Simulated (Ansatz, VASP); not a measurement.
Two plane-wave programs on W

File INCAR:

```
ALGO     = Fast           # electronic algorithm
EDIFF    = 1E-7           # SCF threshold, eV
ENCUT    = 520            # plane-wave cutoff, eV
GGA      = PE             # functional
ISIF     = 2              # what is computed and relaxed
ISMEAR   = 0              # smearing method
LASPH    = T              # aspherical terms in the spheres
LCHARG   = F              # write CHGCAR
LREAL    = F              # projectors in reciprocal space
LWAVE    = F              # write WAVECAR
NBANDS   = 13             # bands
NELM     = 80             # most SCF steps
PREC     = Accurate       # precision mode
SIGMA    = 0.1            # smearing width, eV
```

The input KPOINTS:

```
k-points
0
Gamma
  18 18 18
```

POSCAR

```
W
1.0
    0.0000000000      2.0948382000      2.0948382000
    2.0948382000      0.0000000000      2.0948382000
    2.0948382000      2.0948382000      0.0000000000
W
1
Direct
    0.0000000000      0.0000000000      0.0000000000
```

Input for Ansatz:

```yaml
crystal:
  lattice:
    - [0.0, 2.0948382, 2.0948382]
    - [2.0948382, 0.0, 2.0948382]
    - [2.0948382, 2.0948382, 0.0]
  atoms:
    - { symbol: W, position: [0.0, 0.0, 0.0] }
basis:
  ecutwfc: 420
kpoints:
  mp_grid: { grid: [18, 18, 18] }
hamiltonian:
  xc: pbe
scf:
  occupations: { method: gaussian, width: 0.1 }
output:
  forces: true
  stress: true
  eigenvalues: true
```

Alike in both runs: task single point; functional PBE; k mesh 18 × 18 × 18; occupations gaussian, width 0.1 eV; no spin polarisation.

```csv
,VASP,Ansatz
version,VASP 6.6.1,Ansatz 0.2.0
potentials or method,"VASP PAW PBE potentials, release 64 (W_sv)","scalar-relativistic, plane waves, PAW"
plane-wave cutoff (eV),520,420
valence electrons in the cell,14,14
```

Ansatz gave:

| Item | Value |
| --- | --- |
| gap on the k mesh at the Fermi level (eV) | none |
| pressure (GPa) | -25.2 |

Task: What did VASP give for the same quantities?

Result: gap on the k mesh at the Fermi level (eV): none; pressure (GPa): -25.0.

A gap of «none» marks a metal or a gap that the smearing closes. The functional is the same, so the differences come from potentials, cutoffs and numerics.

Caveats: so large a pressure means that the cell lies far from this level's equilibrium, or that cutoff or potentials fall short (VASP). Spin-orbit coupling is left out, which matters for the levels of W.
